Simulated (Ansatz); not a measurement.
# In2Se (model cell, started as cuprite): the cell at rest

Aim: bring In2Se (model cell, started as cuprite) to small forces and stress, as phonons need.

Program: Ansatz 0.2.0. Level of theory: DFT PBEsol, scalar-relativistic, plane waves, PAW. Results are calculated unless marked as measured.

Most raw output is cut from this account.

The structure was built from a prototype and need not be the compound's stable phase.

### 1. Starting point

Symmetry: Pn-3m, No. 224, cubic system. Conventional cell: a = 6.666 Å, b = 6.666 Å, c = 6.666 Å, α = 90.00°, β = 90.00°, γ = 90.00°. Se has 4 In at 2.89 Å nearest. Nearest to In lie 2 Se at 2.89 Å. Farther neighbours and most contacts between anions are not listed.

### 2. Probe on a coarse mesh

A quick single point on a coarse mesh tells whether the cell has a gap and how far it is from rest, which sets the k mesh and smearing that follow.

input.yaml reads:

```yaml
crystal:
  lattice:
    - [6.66586, 0.0, 0.0]
    - [0.0, 6.66586, 0.0]
    - [0.0, 0.0, 6.66586]
  atoms:
    - { symbol: Se, position: [0.0, 0.0, 0.0] }
    - { symbol: Se, position: [0.5, 0.5, 0.5] }
    - { symbol: In, position: [0.25, 0.25, 0.25] }
    - { symbol: In, position: [0.75, 0.75, 0.25] }
    - { symbol: In, position: [0.75, 0.25, 0.75] }
    - { symbol: In, position: [0.25, 0.75, 0.75] }
kpoints:
  mp_grid: { grid: [4, 4, 4] }
hamiltonian:
  xc: pbesol
scf:
  occupations: { method: gaussian, width: 0.1 }
output:
  forces: true
  stress: true
  eigenvalues: true
```

Run with:

```bash
> ansatz run input.yaml --threads 8 --pin off --max-ram 14336MiB --backend cpu --events-out ev --progress --plain --runs-dir out
```

The job ended after 1.2 s (8 threads of Arm Neoverse V2, shared host; peak memory 0.99 GiB; 7.6 s of CPU time).

This step gave:

- pressure: -0.1644 GPa
- volume per atom: 49.36 Å³
- gap on the k-mesh: 0 eV

The coarse mesh shows no gap and a pressure of -0.2 GPa.

### 3. Relaxation

The cell and atoms are relaxed, since residual forces and stress would shift the frequencies.

input.yaml, as its differences from that of step 2:

```diff
@@ -13,3 +13,3 @@
 kpoints:
-  mp_grid: { grid: [4, 4, 4] }
+  mp_grid: { grid: [6, 6, 6] }
 hamiltonian:
@@ -22 +22,6 @@
   eigenvalues: true
+relax:
+  adjacent_minimum: "off"
+  f_tol: 0.005
+  max_steps: 80
+  cell: { stress_tol: 0.05 }
```

Elapsed: 8.1 s, on 8 threads; peak memory 1.1 GiB; 60 s of CPU time.

Relaxation path:

| step | energy less that of the first step (eV) | largest force component (eV/Å) | pressure (GPa) | volume (Å³) |
| --- | --- | --- | --- | --- |
| 1 | 0.0000 | 0.0000 | -0.16 | 296.19 |
| 2 | -0.0019 | 0.0000 | -0.10 | 294.09 |
| 3 | -0.0033 | 0.0000 | 0.00 | 290.63 |
| 4* | -0.0028 | 0.0000 | 0.00 | 290.63 |

Relaxation steps marked * repeat the geometry before them on a plane-wave basis chosen anew for their cell, so energy and pressure can jump there.

Forces are held to the 48 operations that the run works with; a distortion that breaks them can't arise in this run.

```csv
"conventional cell, symmetrised",before,after,change
a (Å),6.666,6.624,-0.6 %
b (Å),6.666,6.624,-0.6 %
c (Å),6.666,6.624,-0.6 %
volume (Å³/atom),49.36,48.44,-1.9 %
```

The relaxed structure:

```cif
data_structure
_symmetry_space_group_name_H-M 'P 1'
_symmetry_Int_Tables_number 1
_cell_length_a 6.6239
_cell_length_b 6.6239
_cell_length_c 6.6239
_cell_angle_alpha 90.000
_cell_angle_beta 90.000
_cell_angle_gamma 90.000
_cell_volume 290.63
loop_
_atom_site_label
_atom_site_type_symbol
_atom_site_fract_x
_atom_site_fract_y
_atom_site_fract_z
_atom_site_occupancy
Se1 Se 0.00000 0.00000 0.00000 1
Se2 Se 0.50000 0.50000 0.50000 1
In3 In 0.25000 0.25000 0.25000 1
In4 In 0.75000 0.75000 0.25000 1
In5 In 0.75000 0.25000 0.75000 1
In6 In 0.25000 0.75000 0.75000 1
```

Numbers from this step:

- pressure: 0.001872 GPa
- volume per atom: 48.44 Å³

In this step the volume went from 49.36 to 48.44 Å³/atom.

### 4. Tight relaxation

Phonons need a cell at rest on their own settings, so the relaxation is repeated with tight tolerances on forces and stress on the k mesh and occupations of the first response run.

input.yaml, as its differences from that of step 3:

```diff
@@ -2,5 +2,5 @@
   lattice:
-    - [6.66586, 0.0, 0.0]
-    - [0.0, 6.66586, 0.0]
-    - [0.0, 0.0, 6.66586]
+    - [6.6239178573, 0.0, 0.0]
+    - [0.0, 6.6239178573, 0.0]
+    - [0.0, 0.0, 6.6239178573]
   atoms:
@@ -17,3 +17,3 @@
 scf:
-  occupations: { method: gaussian, width: 0.1 }
+  occupations: { method: methfessel_paxton, width: 0.2 }
 output:
@@ -24,4 +24,4 @@
   adjacent_minimum: "off"
-  f_tol: 0.005
-  max_steps: 80
-  cell: { stress_tol: 0.05 }
+  f_tol: 0.001
+  max_steps: 60
+  cell: { stress_tol: 0.01 }
```

The job ended after 8.5 s (8 threads; peak memory 1.1 GiB; 63 s of CPU time).

Little changed from the start: no atom moved by 0.005 Å and no cell edge by 0.1 %.

This step gave:

* pressure: -1.35e-4 GPa
* volume per atom: 48.54 Å³

The forces vanish by symmetry and the pressure is 0.000 GPa, within the tolerances set. The cell now holds 48.54 Å³/atom.

### 5. What came out

```yaml
space_group_after_relaxation_within_0p01_a: Pn-3m
lattice_constant_a: 6.628 Å
lattice_constant_b: 6.628 Å
lattice_constant_c: 6.628 Å
volume_per_atom: 48.5 Å³
```

What this shows: The forces vanish by symmetry and the pressure is 0.000 GPa, within the tolerances set. The cell now holds 48.54 Å³/atom. The relaxation keeps the symmetry of its start, so it says nothing on stability against lower symmetry. The starting cell was built on a prototype and not taken from a measurement, so the phase need not exist.

[Logs are printed without paths, hosts, clocks, repeated set-up lines and the standing remarks that a program may print on its own settings, such as how far it seeks lower states.]

[Hosts, paths, dates, database ids (printed as entryN), source tags and the programs' standing remarks are cut or masked in the printed files.]
